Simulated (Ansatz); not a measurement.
# In: the cost of one run

Method: DFT PBE, scalar-relativistic, plane waves, PAW, in Ansatz 0.2.0.

This is In in the hcp structure; at room conditions it is tetragonal.

## 1. The system as given

It takes space group P6_3/mmc (No. 194, hexagonal). The conventional cell has a = 3.335 Å, b = 3.335 Å, c = 5.509 Å, α = 90.00°, β = 90.00°, γ = 120.00°. Around In (site symmetry -6m2) lie 12 In at 3.34 to 3.36 Å.

As a file:

```cif
data_structure
_symmetry_space_group_name_H-M 'P 1'
_symmetry_Int_Tables_number 1
_cell_length_a 3.3355
_cell_length_b 3.3355
_cell_length_c 5.5091
_cell_angle_alpha 90.000
_cell_angle_beta 90.000
_cell_angle_gamma 120.000
_cell_volume 53.08
loop_
_atom_site_label
_atom_site_type_symbol
_atom_site_fract_x
_atom_site_fract_y
_atom_site_fract_z
_atom_site_occupancy
In1 In 0.33333 0.66667 0.25000 1
In2 In 0.66667 0.33333 0.75000 1
```

The structure comes from the Materials Project (structure only).

## 2. Ground state at the listed geometry

The input, input.yaml:

```yaml
crystal:
  lattice:
    - [3.335484782, 0.0, 0.0]
    - [-1.667742391, 2.8886145552, 0.0]
    - [0.0, 0.0, 5.50914292]
  atoms:
    - { symbol: In, position: [0.33333333, 0.66666667, 0.25] }
    - { symbol: In, position: [0.66666667, 0.33333333, 0.75] }
basis:
  ecutwfc: 500
  fft_grid_basis: typed
kpoints:
  mp_grid: { grid: [12, 12, 6] }
hamiltonian:
  xc: pbe
  pseudopotentials: { kind: paw }
scf:
  occupations: { method: gaussian, width: 0.05 }
output:
  forces: true
  stress: true
  eigenvalues: true
  bader: true
  write_density: true
  volumetric_format: npy
  elf: true
```

Launch:

```console
> ansatz run input.yaml --threads 1 --pin off --max-ram 2560MiB --backend cpu --events-out ev --progress --plain --runs-dir out
```

**Question.** How long does this run take on 1 thread of Arm Neoverse N1, shared host, and how much memory does it need?

About 20 s, with a peak of 0.36 GiB.
